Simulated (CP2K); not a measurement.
The system is Ge.

```
Ge
1.0
     4.00068    0.00000    0.00000
     2.00034    3.46469    0.00000
     2.00034    1.15490    3.26654
Ge
2
Direct
  0.75000 0.75000 0.75000
  0.50000 0.50000 0.50000
```

Program: CP2K 2026.2. Alike in all runs: task single point; level PBE; no spin polarisation; cell as given; k mesh 8 × 8 × 8; smearing fermi-dirac 0.05 eV. Hardware: 1 thread of Intel(R) Xeon(R) Platinum 8259CL CPU @ 2.50GHz (Skylake/Cascade Lake), on a shared host.

**Question.** Order these runs on this cell by their wall time, lowest first.
A. potentials or basis POTENTIAL_UZH Ge GTH-PBE-q4; TZV2P-MOLOPT-PBE-GTH basis; basis sets Ge TZV2P-MOLOPT-PBE-GTH-q4; potentials Ge GTH-PBE-q4 of POTENTIAL_UZH; ADDED_MOS [10]
B. potentials or basis POTENTIAL_UZH Ge GTH-PBE-q4; DZVP-MOLOPT-PBE-GTH basis; basis sets Ge DZVP-MOLOPT-PBE-GTH-q4; potentials Ge GTH-PBE-q4 of POTENTIAL_UZH; ADDED_MOS [10]
C. potentials or basis GTH_POTENTIALS Ge GTH-PBE-q4; SZV-MOLOPT-SR-GTH basis; basis sets Ge SZV-MOLOPT-SR-GTH-q4; potentials Ge GTH-PBE-q4 of GTH_POTENTIALS; ADDED_MOS [4]

**Answer.** C (6.7 s), B (18 s), A (46 s).
